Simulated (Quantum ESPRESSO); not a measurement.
# MgO (Fm-3m) in Quantum ESPRESSO: further runs

Runs on MgO. Level: PBEsol. Tasks: dielectric tensor.

All numbers are computed with Quantum ESPRESSO 7.5; they aren't measurements. Logs are shortened: lines on timing, memory, paths and dates and some standing lists are left out, and cuts for length are marked.

**What was measured.**

“Electronic structure of alkaline earth and post-transition metal oxides”, 2009, arxiv:0908.1581 quotes, for a bulk crystal of MgO: band gap 7.83 eV.

From “Infrared Optical Properties of Ferropericlase (Mg1-xFexO): Experiment and Theory”, 2007, arxiv:0704.2267, for a bulk crystal of MgO at 295 K: high-frequency dielectric constant 2.95 ± 0.1.

The runs below are set against these values where they give the same quantity.

**1. Starting point**

Symmetry: Fm-3m, No. 225, cubic system. Conventional cell: a = 4.194 Å, b = 4.194 Å, c = 4.194 Å, α = 90.00°, β = 90.00°, γ = 90.00°. Mg (site symmetry m-3m) is surrounded by 6 O at 2.10 Å. O (site symmetry m-3m) has 6 Mg at 2.10 Å as nearest neighbours.

The cell is a database's computed one.

**2. Dielectric tensor, PBEsol**

File pw.in:

```
&CONTROL
  calculation = 'scf'
  prefix = 'pwscf'
  outdir = './tmp'
  pseudo_dir = './pseudo'
  tprnfor = .true.
  tstress = .true.
  disk_io = 'low'
/
&SYSTEM
  ibrav = 0
  nat = 2
  ntyp = 2
  ecutwfc = 84
  nbnd = 14
  occupations = 'smearing'
  smearing = 'fd'
  degauss = 0.00367493
/
&ELECTRONS
  conv_thr = 4d-10
  electron_maxstep = 120
  mixing_beta = 0.5
/
ATOMIC_SPECIES
Mg    24.3050 Mg.upf
O     15.9990 O.upf
CELL_PARAMETERS angstrom
   0.0000000000    2.0970013927    2.0970013927
   2.0970013927    0.0000000000    2.0970013927
   2.0970013927    2.0970013927    0.0000000000
ATOMIC_POSITIONS angstrom
Mg     0.0000000000    0.0000000000    0.0000000000
O      2.0970013927    2.0970013927    2.0970013927
K_POINTS automatic
4 4 4 0 0 0
```

File scf2.in:

```
&CONTROL
  calculation = 'scf'
  prefix = 'pwscf'
  outdir = './tmp'
  pseudo_dir = './pseudo'
  tprnfor = .true.
  tstress = .true.
  disk_io = 'low'
/
&SYSTEM
  ibrav = 0
  nat = 2
  ntyp = 2
  ecutwfc = 84
  nbnd = 14
  occupations = 'fixed'
/
&ELECTRONS
  conv_thr = 1d-13
  electron_maxstep = 120
  mixing_beta = 0.5
  startingpot = 'file'
  startingwfc = 'file'
/
ATOMIC_SPECIES
Mg    24.3050 Mg.upf
O     15.9990 O.upf
CELL_PARAMETERS angstrom
   0.0000000000    2.0970013927    2.0970013927
   2.0970013927    0.0000000000    2.0970013927
   2.0970013927    2.0970013927    0.0000000000
ATOMIC_POSITIONS angstrom
Mg     0.0000000000    0.0000000000    0.0000000000
O      2.0970013927    2.0970013927    2.0970013927
K_POINTS automatic
4 4 4 0 0 0
```

File ph.in:

```
dielectric of MgO
&INPUTPH
  prefix = 'pwscf'
  outdir = './tmp'
  tr2_ph = 1d-18
  fildyn = 'dyn'
  niter_ph = 90
  alpha_mix(1) = 0.7
  epsil = .true.
  trans = .false.
  zeu = .true.
/
0.0000000000 0.0000000000 0.0000000000
```

Potentials or basis: PseudoDojo 0.4.1 SR PBEsol standard.

On the command line:

```console
$ OMP_NUM_THREADS=1 pw.x -in pw.in > pw.out
$ OMP_NUM_THREADS=1 pw.x -in scf2.in > scf2.out
$ OMP_NUM_THREADS=1 ph.x -in ph.in > ph.out
```

pw.out:

```text
This program is part of the open-source Quantum ESPRESSO suite
     for quantum simulation of materials; please cite
[... 9 lines left out ...]
     --------------------
     sticks:   dense  smooth     PW     G-vecs:    dense   smooth      PW
     Sum         733     733    211                12939    12939    2109

     Using Slab Decomposition

     bravais-lattice index     =            0
     lattice parameter (alat)  =       5.6042  a.u.
     unit-cell volume          =     124.4580 (a.u.)^3
     number of atoms/cell      =            2
     number of atomic types    =            2
     number of electrons       =        16.00
     number of Kohn-Sham states=           14
     kinetic-energy cutoff     =      84.0000  Ry
     charge density cutoff     =     336.0000  Ry
     scf convergence threshold =      4.0E-10
     mixing beta               =       0.5000
     number of iterations used =            8  plain     mixing
     Exchange-correlation= PBESOL
                           (   1   4  10   8   0   0   0)

     celldm(1)=   5.604187  celldm(2)=   0.000000  celldm(3)=   0.000000
     celldm(4)=   0.000000  celldm(5)=   0.000000  celldm(6)=   0.000000

     crystal axes: (cart. coord. in units of alat)
               a(1) = (   0.000000   0.707107   0.707107 )
               a(2) = (   0.707107   0.000000   0.707107 )
               a(3) = (   0.707107   0.707107   0.000000 )

     reciprocal axes: (cart. coord. in units 2 pi/alat)
               b(1) = ( -0.707107  0.707107  0.707107 )
               b(2) = (  0.707107 -0.707107  0.707107 )
               b(3) = (  0.707107  0.707107 -0.707107 )

     PseudoPot. # 1 for Mg read from file:
     Mg.upf
     Pseudo is Norm-conserving, Zval = 10.0
     Generated using ONCVPSP code by D. R. Hamann
     Using radial grid of 1510 points,  4 beta functions with:
                l(1) =   0
                l(2) =   0
                l(3) =   1
                l(4) =   1

     PseudoPot. # 2 for O  read from file:
     O.upf
     Pseudo is Norm-conserving + core correction, Zval =  6.0
     Generated using ONCVPSP code by D. R. Hamann
     Using radial grid of  936 points,  5 beta functions with:
                l(1) =   0
                l(2) =   0
                l(3) =   1
                l(4) =   1
                l(5) =   2

     atomic species   valence    mass     pseudopotential
     Mg               10.00    24.30500     Mg( 1.00)
     O                 6.00    15.99900     O ( 1.00)

     48 Sym. Ops., with inversion, found

   Cartesian axes

     site n.     atom                  positions (alat units)
         1        Mg     tau(   1) = (   0.0000000   0.0000000   0.0000000  )
         2        O      tau(   2) = (   0.7071068   0.7071068   0.7071068  )

     number of k points=     8  Fermi-Dirac smearing, width (Ry)=  0.0037
                       cart. coord. in units 2pi/alat
        k(    1) = (   0.0000000   0.0000000   0.0000000), wk =   0.0312500
        k(    2) = (   0.1767767   0.1767767  -0.1767767), wk =   0.2500000
        k(    3) = (  -0.3535534  -0.3535534   0.3535534), wk =   0.1250000
        k(    4) = (   0.3535534   0.0000000   0.0000000), wk =   0.1875000
        k(    5) = (  -0.1767767  -0.5303301   0.5303301), wk =   0.7500000
        k(    6) = (   0.0000000  -0.3535534   0.3535534), wk =   0.3750000
        k(    7) = (  -0.7071068   0.0000000   0.0000000), wk =   0.0937500
        k(    8) = (  -0.7071068   0.3535534   0.0000000), wk =   0.1875000

     Dense  grid:    12939 G-vectors     FFT dimensions: (  36,  36,  36)

     Initial potential from superposition of free atoms

     starting charge      15.9992, renormalised to      16.0000
     Starting wfcs are    9 randomized atomic wfcs +    5 random wfcs

     Self-consistent Calculation

     iteration #  1     ecut=    84.00 Ry     beta= 0.50
     Davidson diagonalization with overlap
     ethr =  1.00E-02,  avg # of iterations =  5.0

     total energy              =    -151.71766415 Ry
     estimated scf accuracy    <       0.35227112 Ry

     iteration #  2     ecut=    84.00 Ry     beta= 0.50
     Davidson diagonalization with overlap
     ethr =  2.20E-03,  avg # of iterations =  2.2

     total energy              =    -151.81401287 Ry
     estimated scf accuracy    <       0.05524398 Ry

     iteration #  3     ecut=    84.00 Ry     beta= 0.50
     Davidson diagonalization with overlap
     ethr =  3.45E-04,  avg # of iterations =  1.9

     total energy              =    -151.82291292 Ry
     estimated scf accuracy    <       0.00289748 Ry

     iteration #  4     ecut=    84.00 Ry     beta= 0.50
     Davidson diagonalization with overlap
     ethr =  1.81E-05,  avg # of iterations =  3.2

     total energy              =    -151.82306339 Ry
     estimated scf accuracy    <       0.00006384 Ry

     iteration #  5     ecut=    84.00 Ry     beta= 0.50
     Davidson diagonalization with overlap
     ethr =  3.99E-07,  avg # of iterations =  2.4

     total energy              =    -151.82307385 Ry
     estimated scf accuracy    <       0.00000213 Ry

     iteration #  6     ecut=    84.00 Ry     beta= 0.50
     Davidson diagonalization with overlap
     ethr =  1.33E-08,  avg # of iterations =  1.8

     total energy              =    -151.82307394 Ry
     estimated scf accuracy    <       0.00000031 Ry

     iteration #  7     ecut=    84.00 Ry     beta= 0.50
     Davidson diagonalization with overlap
     ethr =  1.93E-09,  avg # of iterations =  1.4

     total energy              =    -151.82307395 Ry
     estimated scf accuracy    <       0.00000002 Ry

     iteration #  8     ecut=    84.00 Ry     beta= 0.50
     Davidson diagonalization with overlap
     ethr =  1.23E-10,  avg # of iterations =  1.9

     total energy              =    -151.82307395 Ry
     estimated scf accuracy    <          1.3E-09 Ry

     iteration #  9     ecut=    84.00 Ry     beta= 0.50
     Davidson diagonalization with overlap
     ethr =  8.07E-12,  avg # of iterations =  1.9

     End of self-consistent calculation

          k = 0.0000 0.0000 0.0000 (  1639 PWs)   bands (ev):

   -63.7994 -30.7425 -30.7425 -30.7425  -9.0920   8.1110   8.1110   8.1110
    12.8932  23.9582  23.9582  23.9582  27.6949  29.8257

          k = 0.1768 0.1768-0.1768 (  1618 PWs)   bands (ev):

   -63.7946 -30.7892 -30.7472 -30.7472  -8.4597   5.4054   7.7654   7.7654
    15.2305  20.6522  24.7998  24.7998  28.3797  28.3797

          k =-0.3536-0.3536 0.3536 (  1622 PWs)   bands (ev):

   -63.7898 -30.8353 -30.7519 -30.7519  -7.7064   3.3928   7.4483   7.4483
    15.9537  20.7565  24.4290  24.4290  29.1696  30.7935

          k = 0.3536 0.0000 0.0000 (  1612 PWs)   bands (ev):

   -63.7930 -30.7844 -30.7579 -30.7579  -8.2941   5.4352   7.3599   7.3599
    16.2391  19.2074  23.6426  25.6173  25.6173  31.7395

          k =-0.1768-0.5303 0.5303 (  1617 PWs)   bands (ev):

   -63.7883 -30.8157 -30.7751 -30.7626  -7.6013   4.2177   6.1542   7.0747
    17.7774  19.6952  21.4239  25.7978  27.0058  32.8049

          k = 0.0000-0.3536 0.3536 (  1624 PWs)   bands (ev):

   -63.7898 -30.8077 -30.7774 -30.7520  -7.7969   4.5443   6.0685   7.4482
    17.6021  19.8554  22.1885  25.6797  28.1760  29.2573

          k =-0.7071 0.0000 0.0000 (  1604 PWs)   bands (ev):

   -63.7867 -30.8211 -30.7734 -30.7734  -7.4741   3.9508   6.7380   6.7380
    17.1396  18.1361  21.1996  27.1359  27.1359  33.8308

          k =-0.7071 0.3536 0.0000 (  1628 PWs)   bands (ev):

   -63.7867 -30.7971 -30.7971 -30.7756  -7.4061   5.0946   5.0946   6.3045
    19.7221  19.7221  20.3519  23.6914  30.1630  30.1630

     the Fermi energy is     9.6732 ev

!    total energy              =    -151.82307395 Ry
     estimated scf accuracy    <          1.5E-11 Ry
     smearing contrib. (-TS)   =      -0.00000000 Ry
     internal energy E=F+TS    =    -151.82307395 Ry

     The total energy is F=E-TS. E is the sum of the following terms:
     one-electron contribution =     -73.69550951 Ry
     hartree contribution      =      41.15068399 Ry
     xc contribution           =     -24.10348274 Ry
     ewald contribution        =     -95.17476569 Ry

     convergence has been achieved in   9 iterations

     Forces acting on atoms (cartesian axes, Ry/au):

     atom    1 type  1   force =     0.00000000   -0.00000000    0.00000000
     atom    2 type  2   force =     0.00000000   -0.00000000    0.00000000

     Total force =     0.000000     Total SCF correction =     0.000000

     Computing stress (Cartesian axis) and pressure

          total   stress  (Ry/bohr**3)                   (kbar)     P=       22.86
   0.00015543  -0.00000000  -0.00000000           22.86       -0.00       -0.00
  -0.00000000   0.00015543  -0.00000000           -0.00       22.86       -0.00
  -0.00000000  -0.00000000   0.00015543           -0.00       -0.00       22.86

=------------------------------------------------------------------------------=
   JOB DONE.
=------------------------------------------------------------------------------=
```

Run time: 19 s. Hardware: 1 thread of Arm Neoverse V2, shared host; peak memory 0.05 GiB.

Results:

```
Free energy                             : -2065.6582 eV
Pressure                                : 2.3 GPa
Band gap on the k mesh                  : 4.78 eV, direct
Electronic dielectric tensor (diagonal) : 3.41
Born charges (mean of the diagonal)     : Mg +1.97; O -2.07 e
```

Electronic dielectric tensor:
```
3.41 0.00 0.00
0.00 3.41 0.00
0.00 0.00 3.41
```

Born effective charge tensors (e):
atom 1, Mg
```
1.97 0.00 0.00
0.00 1.97 0.00
0.00 0.00 1.97
```
atom 2, O
```
-2.07  0.00  0.00
 0.00 -2.07  0.00
 0.00  0.00 -2.07
```

Caveat: the k mesh is coarse (spacing up to 0.65 Å⁻¹), so the values aren't converged; the mesh is thin for the dielectric tensor, Born charges and intensities, which usually come out too large; on a mesh that holds Γ this program's dielectric tensor can be off by some percent beyond the error of the mesh; the Born charges break their sum rule by 0.10 e, a sign of too thin a mesh.

**3. Dielectric tensor, PBEsol**

pw.in, as its differences from that of step 2:

```diff
@@ -35,2 +35,2 @@
 K_POINTS automatic
-4 4 4 0 0 0
+6 6 6 0 0 0
```

scf2.in, as its differences from that of step 2:

```diff
@@ -35,2 +35,2 @@
 K_POINTS automatic
-4 4 4 0 0 0
+6 6 6 0 0 0
```

ph.in is that of step 2.

Potentials or basis: PseudoDojo 0.4.1 SR PBEsol standard.

On the command line:

```console
$ OMP_NUM_THREADS=1 pw.x -in pw.in > pw.out
$ OMP_NUM_THREADS=1 pw.x -in scf2.in > scf2.out
$ OMP_NUM_THREADS=1 ph.x -in ph.in > ph.out
```

pw.out:

```text
This program is part of the open-source Quantum ESPRESSO suite
     for quantum simulation of materials; please cite
[... 9 lines left out ...]
     --------------------
     sticks:   dense  smooth     PW     G-vecs:    dense   smooth      PW
     Sum         733     733    223                12939    12939    2229

     Using Slab Decomposition

     bravais-lattice index     =            0
     lattice parameter (alat)  =       5.6042  a.u.
     unit-cell volume          =     124.4580 (a.u.)^3
     number of atoms/cell      =            2
     number of atomic types    =            2
     number of electrons       =        16.00
     number of Kohn-Sham states=           14
     kinetic-energy cutoff     =      84.0000  Ry
     charge density cutoff     =     336.0000  Ry
     scf convergence threshold =      4.0E-10
     mixing beta               =       0.5000
     number of iterations used =            8  plain     mixing
     Exchange-correlation= PBESOL
                           (   1   4  10   8   0   0   0)

     celldm(1)=   5.604187  celldm(2)=   0.000000  celldm(3)=   0.000000
     celldm(4)=   0.000000  celldm(5)=   0.000000  celldm(6)=   0.000000

     crystal axes: (cart. coord. in units of alat)
               a(1) = (   0.000000   0.707107   0.707107 )
               a(2) = (   0.707107   0.000000   0.707107 )
               a(3) = (   0.707107   0.707107   0.000000 )

     reciprocal axes: (cart. coord. in units 2 pi/alat)
               b(1) = ( -0.707107  0.707107  0.707107 )
               b(2) = (  0.707107 -0.707107  0.707107 )
               b(3) = (  0.707107  0.707107 -0.707107 )
[... 125 lines left out ...]

   -63.7937 -30.7370 -30.7370 -30.7370  -9.1048   8.0964   8.0964   8.0964
    12.8867  23.9563  23.9563  23.9563  27.6924  29.8239

          k = 0.1179 0.1179-0.1179 (  1609 PWs)   bands (ev):
[... 31 lines left out ...]
   -63.7841 -30.8121 -30.7628 -30.7465  -7.7890   4.1282   6.5142   7.4344
    17.0650  20.2031  22.6192  25.2281  28.9193  29.5430

          k = 0.0000-0.2357 0.2357 (  1612 PWs)   bands (ev):

   -63.7881 -30.7824 -30.7534 -30.7403  -8.3759   5.4304   7.1395   7.7760
    15.8328  20.2682  23.8831  25.8335  26.3564  29.4130

          k = 0.4714 0.0000-0.0000 (  1624 PWs)   bands (ev):
[... 11 lines left out ...]
   -63.7818 -30.7975 -30.7927 -30.7557  -7.4999   4.8090   4.9730   7.0814
    18.3687  20.2819  20.6866  25.9238  27.0621  31.4331

          k =-0.7071 0.0000 0.0000 (  1604 PWs)   bands (ev):

   -63.7810 -30.8157 -30.7679 -30.7679  -7.4890   3.9416   6.7253   6.7253
    17.1375  18.1343  21.1892  27.1302  27.1302  33.8270

          k =-0.2357-0.4714 0.7071 (  1618 PWs)   bands (ev):
[... 6 lines left out ...]
   -63.7818 -30.8056 -30.7804 -30.7599  -7.4998   4.4390   5.5813   6.8077
    18.6408  20.0360  20.8959  24.6586  29.0128  30.2350

          k =-0.7071 0.2357 0.0000 (  1626 PWs)   bands (ev):

   -63.7810 -30.8037 -30.7798 -30.7696  -7.4382   4.4729   5.8114   6.3967
    18.5971  19.5882  20.5577  24.6773  28.3628  32.9071

     the Fermi energy is     9.9975 ev

!    total energy              =    -151.82402002 Ry
     estimated scf accuracy    <          2.5E-11 Ry
     smearing contrib. (-TS)   =       0.00000000 Ry
     internal energy E=F+TS    =    -151.82402002 Ry

     The total energy is F=E-TS. E is the sum of the following terms:
     one-electron contribution =     -73.69352775 Ry
     hartree contribution      =      41.14610951 Ry
     xc contribution           =     -24.10183608 Ry
     ewald contribution        =     -95.17476569 Ry

     convergence has been achieved in   9 iterations

     Forces acting on atoms (cartesian axes, Ry/au):

     atom    1 type  1   force =    -0.00000000    0.00000000    0.00000000
     atom    2 type  2   force =     0.00000000   -0.00000000   -0.00000000

     Total force =     0.000000     Total SCF correction =     0.000000

     Computing stress (Cartesian axis) and pressure

          total   stress  (Ry/bohr**3)                   (kbar)     P=       22.50
   0.00015298  -0.00000000  -0.00000000           22.50       -0.00       -0.00
  -0.00000000   0.00015298  -0.00000000           -0.00       22.50       -0.00
  -0.00000000  -0.00000000   0.00015298           -0.00       -0.00       22.50

=------------------------------------------------------------------------------=
   JOB DONE.
=------------------------------------------------------------------------------=
```

Wall time 37 s (1 thread of Arm Neoverse V2, shared host); peak memory 0.05 GiB.

What came out:

- Free energy: -2065.6710 eV
- Pressure: 2.3 GPa
- Band gap on the k mesh: 4.79 eV, direct
- Electronic dielectric tensor (diagonal): 3.23
- Born charges (mean of the diagonal): Mg +1.98; O -1.98 e

Levels at points of the mesh, in eV from the valence-band top:
```
             k point  band 6  band 7  band 8  band 9  band 10  band 11
  (0.00, 0.00, 0.00)    0.00    0.00    0.00    4.79    15.86    15.86
 (0.00, 0.00, -0.50)   -4.71   -0.66   -0.66    7.85    12.65    16.33
(0.00, -0.50, -0.50)   -4.15   -1.37   -1.37    9.04    10.04    13.09
```

Electronic dielectric tensor:
```
3.23 0.00 0.00
0.00 3.23 0.00
0.00 0.00 3.23
```

Born effective charge tensors (e):
atom 1, Mg
```
1.98 0.00 0.00
0.00 1.98 0.00
0.00 0.00 1.98
```
atom 2, O
```
-1.98  0.00  0.00
 0.00 -1.98  0.00
 0.00  0.00 -1.98
```

Caveat: the k mesh is coarse (spacing up to 0.43 Å⁻¹), so the values aren't converged; on a mesh that holds Γ this program's dielectric tensor can be off by some percent beyond the error of the mesh. As with any semilocal functional, this PBEsol gap is likely too small.

(Part 1 of 2 ends here.)
